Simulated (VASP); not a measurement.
# Ga (C2/c) in VASP: a series of runs

One crystal, Ga, is run at these levels: PBEsol, B3LYP; tasks: relaxation of cell and atoms.

Everything below comes from runs of VASP 6.6.1. Logs are shortened: lines on timing, memory, paths and dates and some standing lists are left out, and cuts for length are marked.

## 1. The structure

The structure is monoclinic, space group C2/c (No. 15). The conventional cell has a = 2.766 Å, b = 8.053 Å, c = 3.332 Å, α = 90.00°, β = 92.02°, γ = 90.00°. Ga (site symmetry 2) is surrounded by 8 Ga at 2.69 to 2.92 Å.

This isn't the form of Ga at room conditions, which is orthorhombic.

## 2. Relaxation of cell and atoms, PBEsol, spin-orbit coupling, no magnetisation

INCAR

```
PREC = Accurate
ENCUT = 600
EDIFF = 1E-6
ISMEAR = -1
SIGMA = 0.05
LREAL = F
LASPH = T
NELM = 100
ALGO = Normal
ISIF = 3
LWAVE = F
LCHARG = F
MAGMOM = 0 0 0 0 0 0
LORBIT = 11
LSORBIT = T
GGA_COMPAT = F
GGA = PS
IBRION = 2
NSW = 40
EDIFFG = -0.02
```

KPOINTS

```
regular mesh
0
Gamma
  7 7 6
```

POSCAR

```
Ga
1.0
    1.3830000000     -4.0265000000      0.0000000000
    1.3830000000      4.0265000000      0.0000000000
   -0.1174474948      0.0000000000      3.3299294416
Ga
2
Direct
    0.1310000000      0.8690000000      0.7500000000
    0.8690000000      0.1310000000      0.2500000000
```

Potentials or basis: VASP PAW PBE potentials, release 64 (Ga_d).

On the command line:

```console
> cat potpaw_PBE.64/Ga_d/POTCAR > POTCAR
> mpirun -np 1 vasp_ncl > vasp.out
```

OUTCAR:

```text
PREC = Accurate
   ENCUT = 600
   EDIFF = 1E-6
   ISMEAR = -1
   LREAL = F
   LASPH = T
   NELM = 100
   ISIF = 3
   LORBIT = 11
   LSORBIT = T
   GGA = PS
   IBRION = 2
   NSW = 40
   EDIFFG = -0.02

 ion  position               nearest neighbor table
   1  0.131  0.869  0.750-   2 2.69   2 2.69   2 2.86   2 2.86   2 2.92   2 2.92
   2  0.869  0.131  0.250-   1 2.69   1 2.69   1 2.86   1 2.86   1 2.92   1 2.92

  LATTYP: Found a base centered monoclinic cell.
 ALAT       =     2.7660000000
 B/A-ratio  =     2.9114244396
 C/A-ratio  =     1.2046276211
 COS(beta)  =    -0.0352483478

  Lattice vectors:

 A1 = (   1.3830000000,  -4.0265000000,   0.0000000000)
 A2 = (   1.3830000000,   4.0265000000,   0.0000000000)
 A3 = (  -0.1174474948,   0.0000000000,   3.3299294416)

Analysis of symmetry for initial positions (statically):
=====================================================================
 Subroutine PRICEL returns:
 Original cell was already a primitive cell.

 Routine SETGRP: Setting up the symmetry group for a
 base centered monoclinic supercell.

 Subroutine GETGRP returns: Found  4 space group operations
 (whereof  2 operations were pure point group operations)
 out of a pool of  4 trial point group operations.

The static configuration has the point symmetry S_2 .
 The point group associated with its full space group is C_2h.

Analysis of symmetry for dynamics (positions and initial velocities):
=====================================================================
 Subroutine PRICEL returns:
 Original cell was already a primitive cell.

 Routine SETGRP: Setting up the symmetry group for a
 base centered monoclinic supercell.

 Subroutine GETGRP returns: Found  4 space group operations
 (whereof  2 operations were pure point group operations)
 out of a pool of  4 trial point group operations.

The dynamic configuration has the point symmetry S_2 .
 The point group associated with its full space group is C_2h.

Analysis of structural, dynamic, and magnetic symmetry:
=====================================================================
 Subroutine PRICEL returns:
[... 375 lines left out ...]

 E-fermi :   5.7860     XC(G=0): -11.3194

 val. band max:        5.7116670766   @ k =  -0.1429  -0.4286   0.3333
 cond. band min:       5.8518301426   @ k =   0.2857   0.1429   0.1667
 fundamental gap:      0.1401630660
 Fermi energy:         5.7860046237

 k-point     1 :       0.0000    0.0000    0.0000
  band No.  band energies     occupation
      1      -9.5853      1.00000
      2      -9.5853      1.00000
      3      -9.5730      1.00000
      4      -9.5730      1.00000
      5      -9.5363      1.00000
      6      -9.5363      1.00000
[... 877 lines left out ...]
     33      14.0436      0.00000
     34      14.0436      0.00000

 [... further k-points ...]

------------------------ aborting loop because EDIFF is reached ----------------------------------------

  FORCE on cell =-STRESS in cart. coord.  units (eV):
  Direction    XX          YY          ZZ          XY          YZ          ZX
  --------------------------------------------------------------------------------------
  -------------------------------------------------------------------------------------
  Total       -0.0136865     -0.0077220     -0.0150959      0.0000000      0.0000000     -0.0032673
  in kB       -0.6063660     -0.3421147     -0.6688064      0.0000000      0.0000000     -0.1447560
  external PRESSURE =      -0.5390957 kB  Pullay stress =       0.0000000 kB
[... 17 lines left out ...]
  FREE ENERGIE OF THE ION-ELECTRON SYSTEM (eV)
  ---------------------------------------------------
  free  energy   TOTEN  =        -6.6835126351 eV

  energy  without entropy=       -6.6797821815  energy(sigma->0) =       -6.68164741

 reached required accuracy - stopping structural energy minimisation

 Spin-Orbit-Coupling matrix elements

 Ion:    1  E_soc:     -0.0111786
 l=   1
     0.0000000    -0.0010162    -0.0010479
    -0.0010162     0.0000000    -0.0010002
    -0.0010479    -0.0010002     0.0000000
 l=   2
     0.0000000    -0.0001679     0.0000000    -0.0001707    -0.0006793
    -0.0001679     0.0000000    -0.0004998    -0.0001673    -0.0001664
     0.0000000    -0.0004998     0.0000000    -0.0005048     0.0000000
    -0.0001707    -0.0001673    -0.0005048     0.0000000    -0.0001689
    -0.0006793    -0.0001664     0.0000000    -0.0001689     0.0000000
 l=   3
     0.0000000     0.0000000     0.0000000     0.0000000     0.0000000     0.0000000     0.0000000
     0.0000000     0.0000000     0.0000000     0.0000000     0.0000000     0.0000000     0.0000000
     0.0000000     0.0000000     0.0000000     0.0000000     0.0000000     0.0000000     0.0000000
     0.0000000     0.0000000     0.0000000     0.0000000     0.0000000     0.0000000     0.0000000
     0.0000000     0.0000000     0.0000000     0.0000000     0.0000000     0.0000000     0.0000000
     0.0000000     0.0000000     0.0000000     0.0000000     0.0000000     0.0000000     0.0000000
     0.0000000     0.0000000     0.0000000     0.0000000     0.0000000     0.0000000     0.0000000

 Ion:    2  E_soc:     -0.0111786
 l=   1
     0.0000000    -0.0010162    -0.0010479
    -0.0010162     0.0000000    -0.0010002
    -0.0010479    -0.0010002     0.0000000
 l=   2
     0.0000000    -0.0001679     0.0000000    -0.0001707    -0.0006793
    -0.0001679     0.0000000    -0.0004998    -0.0001673    -0.0001664
     0.0000000    -0.0004998     0.0000000    -0.0005048     0.0000000
    -0.0001707    -0.0001673    -0.0005048     0.0000000    -0.0001689
    -0.0006793    -0.0001664     0.0000000    -0.0001689     0.0000000
 l=   3
     0.0000000     0.0000000     0.0000000     0.0000000     0.0000000     0.0000000     0.0000000
     0.0000000     0.0000000     0.0000000     0.0000000     0.0000000     0.0000000     0.0000000
     0.0000000     0.0000000     0.0000000     0.0000000     0.0000000     0.0000000     0.0000000
     0.0000000     0.0000000     0.0000000     0.0000000     0.0000000     0.0000000     0.0000000
     0.0000000     0.0000000     0.0000000     0.0000000     0.0000000     0.0000000     0.0000000
     0.0000000     0.0000000     0.0000000     0.0000000     0.0000000     0.0000000     0.0000000
     0.0000000     0.0000000     0.0000000     0.0000000     0.0000000     0.0000000     0.0000000

 total charge

# of ion       s       p       d       tot
------------------------------------------
    1        0.992   0.646   9.962  11.601
    2        0.992   0.646   9.962  11.601
--------------------------------------------------
tot          1.983   1.293  19.925  23.201

 magnetization (x)

# of ion       s       p       d       tot
------------------------------------------
    1        0.000   0.000   0.000   0.000
    2        0.000   0.000   0.000   0.000
--------------------------------------------------
tot          0.000   0.000   0.000   0.000

 magnetization (y)

# of ion       s       p       d       tot
------------------------------------------
    1        0.000   0.000   0.000   0.000
    2        0.000   0.000   0.000   0.000
--------------------------------------------------
tot          0.000   0.000   0.000   0.000

 magnetization (z)

# of ion       s       p       d       tot
------------------------------------------
    1        0.000   0.000   0.000   0.000
    2        0.000   0.000   0.000   0.000
--------------------------------------------------
tot          0.000   0.000   0.000   0.000
```

Run time: 47 min. Hardware: 1 thread of AMD EPYC 9R45 (Zen 5), shared host; peak memory 0.44 GiB.

Results:

| Property | Result |
| --- | --- |
| Free energy | -6.6835 eV |
| Relaxed volume | 18.08 Å³/atom |
| Relaxed cell | a = 4.252 Å, b = 4.252 Å, c = 3.426 Å, α = 91.39°, β = 91.39°, γ = 144.16° |
| Space group after relaxing (to 0.05 Å) | C2/c (No. 15) |
| Energy gained by relaxing | 18.4 meV/atom |
| Ionic steps | 22 |
| Pressure after relaxing | -0.1 GPa |
| Largest force after relaxing | 0.008 eV/Å |
| Valence electrons inside the program's atomic spheres | Ga 11.60 |

Forces in eV/Å, atoms in the order of the input:
```
Ga   0.000  0.008  0.000
Ga   0.000 -0.008  0.000
```

The path:
| step | energy change (eV) | largest force (eV/Å) | pressure (GPa) | volume (Å³) |
| --- | --- | --- | --- | --- |
| 1 | 0.0000 | 0.1401 | -1.36 | 37.09 |
| 2 | -0.0089 | 0.0664 | -0.15 | 36.25 |
| 3 | -0.0097 | 0.0423 | 0.31 | 36.03 |
| 4 | -0.0098 | 0.0370 | 0.39 | 35.97 |
| 5 | -0.0122 | 0.0006 | -0.17 | 36.07 |
| 6 | -0.0164 | 0.1165 | -0.84 | 36.36 |
| 7 | -0.0169 | 0.1276 | -0.80 | 36.35 |
| 8 | -0.0174 | 0.1510 | -0.88 | 36.32 |
| 9 | -0.0185 | 0.1436 | -0.43 | 36.25 |
| 10 | -0.0212 | 0.1233 | -0.14 | 36.03 |
| 11 | -0.0240 | 0.0774 | 0.72 | 35.59 |
| 12 | -0.0244 | 0.0603 | 0.96 | 35.44 |
| 13 | -0.0272 | 0.0381 | 0.78 | 35.54 |
| 14 | -0.0348 | 0.0242 | 0.42 | 35.82 |
| 15 | -0.0270 | 0.1320 | 0.15 | 36.35 |
| 16 | -0.0360 | 0.0577 | 0.40 | 35.97 |
| 17 | -0.0365 | 0.0394 | -0.18 | 36.15 |
| 18 | -0.0365 | 0.0389 | -0.05 | 36.16 |
| 19 | -0.0366 | 0.0272 | -0.09 | 36.14 |
| 20 | -0.0367 | 0.0079 | 0.04 | 36.08 |
| 21 | -0.0368 | 0.0010 | 0.13 | 36.09 |
| 22 | -0.0368 | 0.0081 | -0.05 | 36.16 |

Final structure:
```
Ga
1.0
     1.30793   -4.04604   -0.03339
     1.30793    4.04604   -0.03339
    -0.18303    0.00000    3.42150
Ga
2
Direct
  0.13166 0.86834 0.75000
  0.86834 0.13166 0.25000
```

Caveat: the PAW data sets were made with another functional, which shifts forces and pressure a little.

## 3. Relaxation of cell and atoms, B3LYP

POSCAR is that of step 2.

INCAR.step1

```
  PREC = Accurate
  ENCUT = 600
  EDIFF = 1E-5
  ISMEAR = -1
  SIGMA = 0.05
  LREAL = F
  LASPH = T
  NELM = 60
  ALGO = Normal
  LWAVE = T
  LCHARG = F
  GGA = PE
```

INCAR.step2

```
  PREC = Accurate
  ENCUT = 600
  EDIFF = 1E-7
  ISMEAR = -1
  SIGMA = 0.05
  LREAL = F
  LASPH = T
  NELM = 60
  ALGO = Normal
  ISIF = 3
  LWAVE = F
  LCHARG = F
  GGA = B3
  LHFCALC = T
  AEXX = 0.2
  AGGAX = 0.72
  AGGAC = 0.81
  ALDAC = 0.19
  PRECFOCK = Fast
  HFRCUT = -1
  IBRION = 2
  NSW = 60
  EDIFFG = -0.01
  ISTART = 1
```

KPOINTS

```
Automatic mesh
0
Gamma
  4 4 3
```

Potentials or basis: VASP PAW PBE potentials, release 64 (Ga_d).

On the command line:

```console
> cat potpaw_PBE.64/Ga_d/POTCAR > POTCAR
> cp INCAR.step1 INCAR
> mpirun -np 1 vasp_std > vasp.out
> cp INCAR.step2 INCAR
> mpirun -np 1 vasp_std > vasp.out
```

Wall time 77 min (1 thread of Intel Xeon Platinum 8375C at 2.90GHz (Ice Lake), shared host); peak memory 0.2 GiB.

Results (log left out):

- Free energy: -5.6663 eV
- Relaxed volume: 20.18 Å³/atom
- Relaxed cell: a = 4.420 Å, b = 4.420 Å, c = 3.496 Å, α = 90.80°, β = 90.80°, γ = 143.75°
- Space group after relaxing (to 0.05 Å): C2/c (No. 15)
- Energy gained by relaxing: 37.3 meV/atom
- Ionic steps: 10
- Pressure after relaxing: 0.0 GPa
- Largest force after relaxing: 0.009 eV/Å
- Band gap on the k mesh: none (metal or under the smearing width)

Forces in eV/Å, atoms in the order of the input:
```
Ga   0.000 -0.009  0.000
Ga   0.000  0.009  0.000
```

Stress tensor (GPa, compression positive):
```
 0.06  0.00 -0.02
 0.00  0.07  0.00
-0.02  0.00 -0.03
```

Step by step:
```tsv
step	energy change (eV)	largest force (eV/Å)	pressure (GPa)	volume (Å³)
1	0.0000	0.1194	4.46	37.09
2	-0.0734	0.0314	0.48	39.89
3	-0.0744	0.0259	0.11	40.28
4	-0.0743	0.0267	0.23	40.21
5	-0.0746	0.0193	0.01	40.33
6	-0.0746	0.0189	0.00	40.33
7	-0.0747	0.0116	0.01	40.35
8	-0.0747	0.0045	0.02	40.36
9	-0.0747	0.0057	0.03	40.36
10	-0.0747	0.0086	0.03	40.35
```

Final structure:
```
CELL_PARAMETERS angstrom
1.37508 -4.20046 -0.00787
1.37508 4.20046 -0.00787
-0.13594 0.00000 3.49376
ATOMIC_POSITIONS crystal
Ga 0.13212 0.86788 0.75000
Ga 0.86788 0.13212 0.25000
```

Levels at points of the mesh, in eV from the Fermi level:
```
           k point  band 11  band 12  band 13  band 14  band 15  band 16
(0.00, 0.00, 0.00)   -12.05    -2.67    -2.25     1.90     6.04     9.82
(0.50, 0.00, 0.00)    -6.32    -5.17    -1.42     0.42     6.01     6.90
(0.50, 0.50, 0.00)    -9.94    -9.21     4.01     4.73     5.60     5.81
```

Caveat: the k mesh is coarse (spacing up to 0.63 Å⁻¹), so the values aren't converged, least of all with exact exchange; the PAW data sets were made with another functional, which shifts forces and pressure a little.
